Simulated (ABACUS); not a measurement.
# Ag (Im-3m) in ABACUS: reference runs

Reference runs on Ag: the cell as given and a disturbed copy.

All numbers are computed with ABACUS 3.10.1; they aren't measurements. Logs are shortened: lines on timing, memory, paths and dates and some standing lists are left out, and cuts for length are marked.

### 1 The structure

It takes space group Im-3m (No. 229, cubic). Conventional cell: a = 3.311 Å, b = 3.311 Å, c = 3.311 Å, α = 90.00°, β = 90.00°, γ = 90.00°. Ag (site symmetry m-3m) has 8 Ag at 2.87 Å as nearest neighbours.

This isn't the form of Ag at room conditions, which is fcc.

### 2 Single point, PBE

File INPUT:

```
INPUT_PARAMETERS
suffix              Ag
calculation         scf
basis_type          pw
pseudo_dir          ./
symmetry            1
dft_functional      pbe
ecutwfc             82
pseudo_rcut         10
nspin               1
nbands              14
ks_solver           dav
smearing_method     fd
smearing_sigma      0.00367493
scf_thr             1e-08
scf_nmax            100
mixing_type         broyden
mixing_beta         0.7
cal_force           1
cal_stress          1
out_chg             1
out_pot             2
out_elf             1
```

File STRU:

```
ATOMIC_SPECIES
Ag 107.8682 Ag.upf

LATTICE_CONSTANT
1.8897261246

LATTICE_VECTORS
-1.6556540000 1.6556540000 1.6556540000
1.6556540000 -1.6556540000 1.6556540000
1.6556540000 1.6556540000 -1.6556540000

ATOMIC_POSITIONS
Direct

Ag
0.0
1
0.0000000000 0.0000000000 0.0000000000 1 1 1
```

File KPT:

```
K_POINTS
0
Gamma
11 11 11 0 0 0
```

Potentials or basis: PseudoDojo NC SR 0.4.1 PBE standard, plane waves.

Launch:

```
OMP_NUM_THREADS=1 mpirun -np 4 abacus > log
```

running log:

```text
ABACUS v3.10.1

               Atomic-orbital Based Ab-initio Computation at UStc

 ------------------------------------------------------------------------------------

 READING GENERAL INFORMATION
                           global_out_dir = OUT.Ag/
                           global_in_card = INPUT
                               pseudo_dir = ./
                              orbital_dir =
                                    DSIZE = 4
                                    GSIZE = 1

 READING UNITCELL INFORMATION
                                    ntype = 1
                  lattice constant (Bohr) = 1.88973
              lattice constant (Angstrom) = 1

 READING ATOM TYPE 1
                               atom label = Ag
                      L=0, number of zeta = 1
                      L=1, number of zeta = 1
                      L=2, number of zeta = 1
             number of atom for this type = 1

                        TOTAL ATOM NUMBER = 1
DIRECT COORDINATES
    atom                   x                   y                   z     mag                  vx                  vy                  vz
taud_Ag1            0.0000000000        0.0000000000        0.0000000000  0.0000        0.0000000000        0.0000000000        0.0000000000

                          Volume (Bohr^3) = 122.508
                             Volume (A^3) = 18.1538

 Lattice vectors: (Cartesian coordinate: in unit of a_0)
             -1.65565            +1.65565            +1.65565
             +1.65565            -1.65565            +1.65565
             +1.65565            +1.65565            -1.65565
 Reciprocal vectors: (Cartesian coordinate: in unit of 2 pi/a_0)
                   +0           +0.301995           +0.301995
            +0.301995                  +0           +0.301995
            +0.301995           +0.301995                  +0
 The esolver type has been set to : ksdft_pw

                PAO radial cut off (Bohr) = 10

 Read in pseudopotential file is Ag.upf
                     pseudopotential type = NC
          exchange-correlation functional = PBE
                 nonlocal core correction = 1
                        valence electrons = 19
                                     lmax = 2
                           number of zeta = 4
                     number of projectors = 6
                           L of projector = 0
                           L of projector = 0
                           L of projector = 1
                           L of projector = 1
                           L of projector = 2
                           L of projector = 2
     initial pseudo atomic orbital number = 10

 SETUP THE ELECTRONS NUMBER
            electron number of element Ag = 19
      total electron number of element Ag = 19
            AUTOSET number of electrons:  = 19
                           occupied bands = 10
                                   NBANDS = 14
                                   NLOCAL = 9

%%%%%%%%%%%%%%%%%%%%%%%%%%%%%%%%%%%%%%%%%%%%%%%%%%%%%%%%%%%%%%%%%%%%%%%%%%%%%%%%%%%%%%%%%%%%%%%%%%%%%%%%%%
 Warning: the number of valence electrons in pseudopotential > 11 for Ag: [Kr] 4d10 5s1
 Pseudopotentials with additional electrons can yield (more) accurate outcomes, but may be less efficient.
 If you're confident that your chosen pseudopotential is appropriate, you can safely ignore this warning.
%%%%%%%%%%%%%%%%%%%%%%%%%%%%%%%%%%%%%%%%%%%%%%%%%%%%%%%%%%%%%%%%%%%%%%%%%%%%%%%%%%%%%%%%%%%%%%%%%%%%%%%%%%

 SETUP THE PLANE WAVE BASIS
 energy cutoff for charge/potential (unit:Ry) = 328
            fft grid for charge/potential = [ 32, 32, 32 ]
                        fft grid division = [ 1, 1, 1 ]
        big fft grid for charge/potential = [ 32, 32, 32 ]
                                     nbxx = 8192
                                     nrxx = 8192

 SETUP PLANE WAVES FOR CHARGE/POTENTIAL
                    number of plane waves = 12215
                         number of sticks = 723

 PARALLEL PW FOR CHARGE/POTENTIAL
     PROC   COLUMNS(POT)             PW
        1            180           3054
        2            181           3054
        3            181           3054
        4            181           3053
 --------------- sum -------------------
        4            723          12215
                            number of |g| = 148
                                  max |g| = 29.5492
                                  min |g| = 0.182403

----------- Double Check Mixing Parameters Begin ------------
mixing_type: broyden
mixing_beta: 0.7
mixing_gg0: 1
mixing_gg0_min: 0.1
mixing_ndim: 8
----------- Double Check Mixing Parameters End ------------

 LATTICE VECTORS: (CARTESIAN COORDINATE: IN UNIT OF A0)
             -1.65565            +1.65565            +1.65565
[... 33 lines left out ...]
                     BRAVAIS LATTICE NAME = 03. Cubic F (face-centered)
                                    ibrav = 3
                       right hand lattice = 1
(for k-lattice: )
                             BRAVAIS TYPE = 3
                     BRAVAIS LATTICE NAME = 03. Cubic F (face-centered)
                                    ibrav = 3
                       right hand lattice = 1
                        ROTATION MATRICES = 48
                               nkstot_ibz = 56
K-POINTS REDUCTION ACCORDING TO SYMMETRY
     IBZ    DIRECT_X    DIRECT_Y    DIRECT_Z  WEIGHT  ibz2bz
       1  0.00000000  0.00000000  0.00000000  0.0008       0
       2 -0.09090909  0.09090909  0.00000000  0.0090       1
       3 -0.18181818  0.18181818  0.00000000  0.0090       2
       4 -0.27272727  0.27272727  0.00000000  0.0090       3
       5 -0.36363636  0.36363636  0.00000000  0.0090       4
       6 -0.45454545  0.45454545  0.00000000  0.0090       5
[... 22 lines left out ...]
      29 -0.36363636  0.09090909  0.36363636  0.0180     172
      30 -0.36363636  0.27272727  0.18181818  0.0361     173
[... 26 further k points ...]

                               nkstot now = 56
[... K-POINTS DIRECT COORDINATES: 56 rows ...]

           k-point number in this process = 56
       minimum distributed K point number = 56
[... stars of the k points ...]

[... K-POINTS CARTESIAN COORDINATES: 56 rows ...]

[... K-POINTS DIRECT COORDINATES: 56 rows ...]

 SETUP PLANE WAVES FOR WAVE FUNCTIONS
     energy cutoff for wavefunc (unit:Ry) = 82
              fft grid for wave functions = [ 32, 32, 32 ]
                    number of plane waves = 2491
                         number of sticks = 249

 PARALLEL PW FOR WAVE FUNCTIONS
     PROC   COLUMNS(POT)             PW
        1             63            624
        2             62            622
        3             62            622
        4             62            623
 --------------- sum -------------------
        4            249           2491

 SETUP NONLOCAL PSEUDOPOTENTIALS IN PLANE WAVE BASIS
 Ag non-local projectors:
 projector 1 L=0
 projector 2 L=0
 projector 3 L=1
 projector 4 L=1
 projector 5 L=2
 projector 6 L=2
      TOTAL NUMBER OF NONLOCAL PROJECTORS = 18

 Init Non-Local PseudoPotential table :
 Init Non-Local-Pseudopotential done.

                                     npwx = 400

 Make real space PAO into reciprocal space.
       max mesh points in Pseudopotential = 1001
     dq(describe PAO in reciprocal space) = 0.01
                                    max q = 1091

 number of pseudo atomic orbitals for Ag is 4
WARNING: norm of atomic wavefunction # 4 of atomic type Ag is 0.999773, renormalized

 -------------------------------------------
 SELF-CONSISTENT
 -------------------------------------------
                                 init_chg = atomic

 PW ALGORITHM --------------- ION=   1  ELEC=   1--------------------------------
 Notice: Threshold on eigenvalues was too large.
 hsover_error=0.19 > DRHO=0.0564652
 Origin diag ethr = 0.01
 New diag ethr = 0.000297185

 Density error is 0.0572066596902
                          Error Threshold = 0.000297185089004
----------------------------------------------------------
     Energy           Rydberg                 eV
----------------------------------------------------------
 E_KohnSham     -310.0140986780      -4217.9582023552
 E_Harris       -313.5072688727      -4265.4852210862
 E_Fermi        1.2121558633         16.4922266048
----------------------------------------------------------
[... 63 lines left out ...]
 Density error is 4.52724845876e-10
                          Error Threshold = 7.05622494515e-11
----------------------------------------------------------
     Energy           Rydberg                 eV
----------------------------------------------------------
 E_KohnSham     -310.0363568983      -4218.2610409787
 E_KS(sigma->0) -310.0362313744      -4218.2593331385
 E_Harris       -310.0360951015      -4218.2574790496
 E_band         -18.8012885118       -255.8046535030
 E_one_elec     -127.5020103105      -1734.7538466776
 E_Hartree      73.7255434135        1003.0874785694
 E_xc           -46.3082886698       -630.0565905384
 E_Ewald        -209.9513502837      -2856.5346666517
 E_entropy(-TS) -0.0002510478        -0.0034156804
 E_descf        0.0000000000         0.0000000000
 E_exx          0.0000000000         0.0000000000
 E_Fermi        1.1793806892         16.0462974846
----------------------------------------------------------

 charge density convergence is achieved
 final etot is -4218.261041 eV
 EFERMI = 16.046297485 eV
The vacuum level is 16.97509721 eV

 STATE ENERGY(eV) AND OCCUPATIONS    NSPIN == 1
 1/56 kpoint (Cartesian) = 0.0000 0.0000 0.0000 (386 pws)
       1       -75.7826     0.00150263
       2       -39.1866     0.00150263
       3       -39.1866     0.00150263
       4       -39.1866     0.00150263
       5        8.72890     0.00150263
       6        11.3812     0.00150263
       7        11.3812     0.00150263
       8        11.3812     0.00150263
       9        12.5889     0.00150263
      10        12.5889     0.00150263
      11        33.9583        0.00000
      12        33.9583        0.00000
      13        33.9583        0.00000
      14        39.2083        0.00000
[... 66 lines left out ...]
       1       -75.7688      0.0180316
       2       -39.3159      0.0180316
       3       -39.2342      0.0180316
       4       -39.1850      0.0180316
       5        10.0574      0.0180316
       6        10.6898      0.0180316
       7        12.5269      0.0180316
       8        12.6915      0.0180316
       9        13.4450      0.0180316
      10        15.6719      0.0180215
      11        20.4333    1.41594e-40
      12        29.3314        0.00000
      13        30.1802        0.00000
      14        35.1869        0.00000

[... levels at 50 further k points ...]

------------------------------------------------------------------------------------------
 TOTAL-FORCE (eV/Angstrom)
------------------------------------------------------------------------------------------
                       Ag1         0.0000000000         0.0000000000         0.0000000000
------------------------------------------------------------------------------------------

----------------------------------------------------------------
 TOTAL-STRESS (KBAR)
----------------------------------------------------------------
        -9.4816856490        -0.0000000000        -0.0000000000
        -0.0000000000        -9.4816856490         0.0000000000
         0.0000000000         0.0000000000        -9.4816856490
----------------------------------------------------------------
 TOTAL-PRESSURE: -9.481686 KBAR

 --------------------------------------------
 !FINAL_ETOT_IS -4218.2610409786821037 eV
 --------------------------------------------
```

It took 3.6 s on 4 MPI ranks of Intel Xeon Platinum 8559C (Emerald Rapids), shared host; peak memory 0.24 GiB.

Results:

| Item | Value |
| --- | --- |
| Free energy | -4218.2610 eV |
| Pressure | -0.9 GPa |
| Band gap on the k mesh | none (metal or under the smearing width) |

Levels at points of the mesh, in eV from the Fermi level:
```csv
k point,band 7,band 8,band 9,band 10,band 11,band 12,band 13
"(0.00, 0.00, 0.00)",-4.67,-4.67,-3.46,-3.46,17.91,17.91,17.91
```

### 3 Single point, PBE (cell strained at random at fixed volume)

INPUT is that of step 2.

File STRU:

```
ATOMIC_SPECIES
Ag 107.8682 Ag.upf

LATTICE_CONSTANT
1.8897261246

LATTICE_VECTORS
-1.6674370000 1.7096740000 1.6780030000
1.6448450000 -1.6624760000 1.6082140000
1.6497410000 1.6447800000 -1.6308050000

ATOMIC_POSITIONS
Direct

Ag
0.0
1
0.0003600000 -0.0166410000 -0.0026680000 1 1 1
```

KPT is that of step 2.

Potentials or basis: PseudoDojo NC SR 0.4.1 PBE standard, plane waves.

Launch:

```
OMP_NUM_THREADS=1 mpirun -np 4 abacus > log
```

Wall time 38 s (4 MPI ranks of Intel Xeon Platinum 8559C (Emerald Rapids), shared host); peak memory 0.48 GiB.

It converged, with:

```yaml
Free_energy: -4218.2581 eV
Pressure: -0.9 GPa
Band_gap_on_the_k_mesh: none (metal or under the smearing width)
```

Stress tensor (GPa, compression positive):
```
-0.93  0.53  0.65
 0.53 -0.67 -1.55
 0.65 -1.55 -1.07
```

Levels at points of the mesh, in eV from the Fermi level:
| k point | band 8 | band 9 | band 10 | band 11 | band 12 | band 13 |
| --- | --- | --- | --- | --- | --- | --- |
| (0.00, 0.00, 0.00) | -4.54 | -3.52 | -3.43 | 17.50 | 17.87 | 18.24 |
